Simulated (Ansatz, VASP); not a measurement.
## One calculation of Ir, two programs

```
Ir
1.0
     0.00000    1.91507    1.91507
     1.91507    0.00000    1.91507
     1.91507    1.91507    0.00000
Ir
1
Direct
  0.00000 0.00000 0.00000
```

Alike in both runs: functional PBEsol; k mesh 18 × 18 × 18; occupations gaussian, width 0.1 eV; no spin polarisation.

Ansatz relaxed the structure, and its values are those at the end. VASP's run is a single point on that final structure, the one shown.

|  | VASP | Ansatz |
| --- | --- | --- |
| version | VASP 6.6.1 | Ansatz 0.2.0 |
| potentials or method | VASP PAW PBE potentials, release 64 (Ir) | scalar-relativistic, plane waves, PAW |
| plane-wave cutoff (eV) | 520 | 420 |
| valence electrons in the cell | 9 | 17 |

VASP gave:

```
gap on the k mesh at the Fermi level (eV) : none
pressure (GPa)                            : 1.0
```

Task: Estimate Ansatz's values.

Result: gap on the k mesh at the Fermi level (eV): none; pressure (GPa): 0.0.

A gap of «none» marks a metal or a gap that the smearing closes. The functional is the same, so the differences come from potentials, cutoffs and numerics. The two sets of potentials don't hold the same shells in valence.

Caveats: the PAW data sets were made with another functional, which shifts forces and pressure a little (VASP). The runs have no spin-orbit coupling, so splittings on Ir are missing.
